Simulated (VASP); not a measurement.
# In₃Se: molecular dynamics with a thermostat

In₃Se, Pm-3m (no. 221), 12 atoms in the cell. PBE, molecular dynamics; PAW potentials In, Se (PBE set).

Ensemble: Nose-Hoover; Target temperature (K): 1600.

## Input

INCAR:
```
GGA      = PE             # functional
PREC     = Normal         # precision mode
ENCUT    = 210            # plane-wave cutoff, eV
EDIFF    = 1E-6           # SCF threshold, eV
NELMIN   = 4            
NELM     = 60             # most SCF steps
ALGO     = Fast           # electronic algorithm
LREAL    = Auto         
LASPH    = T              # aspherical terms in the spheres
ISMEAR   = -1             # smearing method
SIGMA    = 0.069          # smearing width, eV
ISYM     = 0            
LWAVE    = F              # write WAVECAR
LCHARG   = F              # write CHGCAR
IBRION   = 0              # ionic algorithm
NSW      = 60             # ionic steps
POTIM    = 3.0            # step
TEBEG    = 1600         
ISIF     = 2              # what is computed and relaxed
RANDOM_SEED= 785330 0 0   
MDALGO   = 2            
SMASS    = 0            
KPAR     = 2             
```

KPOINTS:
```
k-points
0
Gamma
  3 3 1
```

POSCAR:
```
In3Se
1.0
    4.8037580000      0.0000000000      0.0000000000
    0.0000000000      4.8037580000      0.0000000000
    0.0000000000      0.0000000000     14.4112740000
In Se
9 3
Direct
    0.5000000000      0.5000000000      0.0000000000
    0.5000000000      0.5000000000      0.3333333333
    0.5000000000      0.5000000000      0.6666666667
    0.5000000000      0.0000000000      0.1666666667
    0.5000000000      0.0000000000      0.5000000000
    0.5000000000      0.0000000000      0.8333333333
    0.0000000000      0.5000000000      0.1666666667
    0.0000000000      0.5000000000      0.5000000000
    0.0000000000      0.5000000000      0.8333333333
    0.0000000000      0.0000000000      0.0000000000
    0.0000000000      0.0000000000      0.3333333333
    0.0000000000      0.0000000000      0.6666666667
```

Commands:
```
cat potpaw_PBE.64/In/POTCAR potpaw_PBE.64/Se/POTCAR > POTCAR
mpirun -np 2 vasp_std > vasp.out
```

## Result

- Mean temperature (K): 1602
- Spread of the conserved energy (meV/atom): 0.31
- Rise of the mean potential energy above the start (meV/atom): 90.1
- Electronic steps per ionic step after the first: 4.6

Course of the run:

| Time (fs) | Temperature (K) | Potential energy less the first (meV/atom) | Conserved energy less the first (meV/atom) |
|---|---|---|---|
| 3 | 1600 | 0.0 | 0.00 |
| 18 | 1579 | 2.6 | -0.03 |
| 30 | 1528 | 9.7 | -0.05 |
| 45 | 1424 | 28.4 | -0.10 |
| 57 | 1319 | 53.0 | -0.11 |
| 72 | 1256 | 89.6 | -0.05 |
| 84 | 1406 | 110.2 | 0.05 |
| 99 | 1930 | 117.3 | -0.01 |
| 111 | 2320 | 122.5 | -0.22 |
| 126 | 2201 | 141.3 | -0.14 |
| 138 | 1802 | 152.3 | -0.03 |
| 153 | 1424 | 148.7 | -0.07 |
| 165 | 1286 | 138.4 | -0.13 |
| 180 | 1224 | 130.9 | -0.16 |

REPORT:
```
MDALGO =   2
               SCALING =       0
                 CNEXP =     9.000   14.000
           RANDOM_SEED =            785330                0                0

   original number of atomic DOF:         33
   number of independent constraints:      0
   number of active DOF:                  33

========================================
         MD step No.       1
========================================

  Atomic velocities initialized by STEP_tb

  >Energies
                    E_tot             E_pot             E_kin               EPS                ES
   e_b>   -0.32179931E+02   -0.34454920E+02    0.22749891E+01    0.00000000E+00    0.00000000E+00

  >Temperature
               T_sim     T_inst
   tmprt>   1600.000   1599.999

  >Thermostat:
           s(n+1) sdot(n+1)      s(n)   sdot(n)        Qs
   s_b>  -0.00000  -0.00000   0.00000   0.00000   1.38785

           RANDOM_SEED =            785330               72                0

[... steps left out ...]

========================================
         MD step No.      60
========================================

  >Energies
                    E_tot             E_pot             E_kin               EPS                ES
   e_b>   -0.32181813E+02   -0.32884183E+02    0.17410489E+01    0.16256848E-02   -0.10403046E+01

  >Temperature
               T_sim     T_inst
   tmprt>   1600.000   1224.479

  >Thermostat:
           s(n+1) sdot(n+1)      s(n)   sdot(n)        Qs
   s_b>  -0.22712   0.00007  -0.22864   0.00297   1.38785

           RANDOM_SEED =            785330               72                0
```

OSZICAR:
```
N       E                     dE             d eps       ncg     rms          rms(c)
DAV:   1     0.109814036871E+03    0.10981E+03   -0.85074E+03   290   0.563E+02
DAV:   2    -0.213315481195E+02   -0.13115E+03   -0.12666E+03   354   0.123E+02
DAV:   3    -0.351601907010E+02   -0.13829E+02   -0.13434E+02   380   0.392E+01
DAV:   4    -0.355260466638E+02   -0.36586E+00   -0.36218E+00   364   0.683E+00
DAV:   5    -0.355333317357E+02   -0.72851E-02   -0.72775E-02   383   0.954E-01    0.719E+00
RMM:   6    -0.344919141993E+02    0.10414E+01   -0.27084E+00   297   0.397E+00    0.400E+00
RMM:   7    -0.344784612624E+02    0.13453E-01   -0.88822E-01   301   0.213E+00    0.171E+00
RMM:   8    -0.344590003388E+02    0.19461E-01   -0.17760E-01   299   0.138E+00    0.323E-01
RMM:   9    -0.344542918249E+02    0.47085E-02   -0.42167E-02   309   0.555E-01    0.157E-01
RMM:  10    -0.344548297003E+02   -0.53788E-03   -0.52221E-03   327   0.213E-01    0.135E-01
RMM:  11    -0.344549774821E+02   -0.14778E-03   -0.10504E-03   307   0.114E-01    0.112E-01
RMM:  12    -0.344549160986E+02    0.61383E-04   -0.30877E-04   301   0.623E-02    0.239E-02
[... left out ...]
     58 T=  1239. E= -.32181781E+02 F= -.32863997E+02 E0= -.32840418E+02  EK= 0.17617E+01 SP= -.11E+01 SK= 0.14E-01
     59 T=  1230. E= -.32181778E+02 F= -.32876969E+02 E0= -.32852536E+02  EK= 0.17492E+01 SP= -.11E+01 SK= 0.63E-02
[... last step whole ...]
       N       E                     dE             d eps       ncg     rms          rms(c)
DAV:   1    -0.328841770882E+02   -0.72081E-02   -0.95197E-03   564   0.139E+00    0.449E-03
RMM:   2    -0.328841816827E+02   -0.45945E-05   -0.90733E-05   290   0.407E-02    0.285E-03
RMM:   3    -0.328841828675E+02   -0.11848E-05   -0.13211E-05   288   0.145E-02    0.264E-03
RMM:   4    -0.328841828989E+02   -0.31387E-07   -0.20497E-06   193   0.530E-03
     60 T=  1224. E= -.32181813E+02 F= -.32884183E+02 E0= -.32858812E+02  EK= 0.17410E+01 SP= -.10E+01 SK= 0.16E-02
```

Limits: 180 fs of 12 atoms are too short for converged averages; the cell is only 4.8 Å across, so each atom moves in step with near copies of itself.

VASP 6.6.1 took 256 s on 2 cores (Intel Xeon Platinum 8375C @ 2.90GHz (Ice Lake)), a shared host.
